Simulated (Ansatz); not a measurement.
# SiO₂: O-17 NMR of the central transition

Cell: a Materials Project structure (computed, not necessarily an observed phase).

```
CELL_PARAMETERS angstrom
5.14273 -5.99698 0.00000
5.14273 5.99698 0.00000
0.00000 0.00000 10.06612
ATOMIC_POSITIONS crystal
Si 0.82108 0.39116 0.34897
Si 0.60884 0.17892 0.15103
Si 0.39116 0.82108 0.15103
Si 0.17892 0.60884 0.34897
Si 0.17892 0.60884 0.65103
Si 0.39116 0.82108 0.84897
Si 0.60884 0.17892 0.84897
Si 0.82108 0.39116 0.65103
Si 0.50000 0.50000 0.25000
Si 0.50000 0.50000 0.75000
O 0.67043 0.50964 0.34067
O 0.49036 0.32957 0.15933
O 0.50964 0.67043 0.15933
O 0.32957 0.49036 0.34067
O 0.32957 0.49036 0.65933
O 0.50964 0.67043 0.84067
O 0.49036 0.32957 0.84067
O 0.67043 0.50964 0.65933
O 0.83780 0.32658 0.50000
O 0.67342 0.16220 0.00000
O 0.32658 0.83780 0.00000
O 0.16220 0.67342 0.50000
O 0.77057 0.22943 0.25000
O 0.22943 0.77057 0.25000
O 0.22943 0.77057 0.75000
O 0.77057 0.22943 0.75000
O 0.00000 0.50000 0.30209
O 0.50000 0.00000 0.19791
O 0.00000 0.50000 0.69791
O 0.50000 0.00000 0.80209
```

Atom numbers follow the list; atoms alike are taken as one site, whose name carries the number of the first.

Method: Kohn–Sham DFT in Ansatz, r2SCAN, plane waves and PAW, scalar-relativistic, 500 eV cutoff, Γ-centred 3×3×3 k-points, Fermi–Dirac smearing 0.02 eV.

O-17 has I = 5/2 and Q = -25.58 mb (Pyykkö 2018); at 9.4 T its Larmor frequency is ν₀ = 54.3 MHz. Only the quadrupole interaction is simulated: positions count from each site's isotropic chemical shift, and shift anisotropy, dipolar and J coupling are left out.

**Question.** Simulate the second-order pattern (static powder, Gaussian broadening 0.8 kHz) of site O27 (2 Si at 1.61 Å, angle 146°).

**Answer.** The calculation gives C_Q = -5.72 MHz and η = 0.12, so ν_Q = 0.858 MHz and the centre of gravity lies at -66.9 ppm (-3.63 kHz).

offset (kHz), height and a bar:
```
   -14.75          0 
   -14.00          6 ##
   -13.25         44 #############
   -12.49         67 ####################
   -11.74         78 #######################
   -10.99        100 ##############################
   -10.23         98 #############################
    -9.48         74 ######################
    -8.73         63 ###################
    -7.97         57 #################
    -7.22         53 ################
    -6.46         50 ###############
    -5.71         48 ##############
    -4.96         46 ##############
    -4.20         45 ##############
    -3.45         44 #############
    -2.70         44 #############
    -1.94         43 #############
    -1.19         43 #############
    -0.44         43 #############
     0.32         36 ###########
     1.07         35 ##########
     1.82         37 ###########
     2.58         39 ############
     3.33         43 #############
     4.08         48 ##############
     4.84         56 #################
     5.59         78 #######################
     6.34         98 #############################
     7.10         54 ################
     7.85          6 ##
     8.60          0
```

At O27 V_zz runs parallel to the line that joins its two neighbours (within 1°).
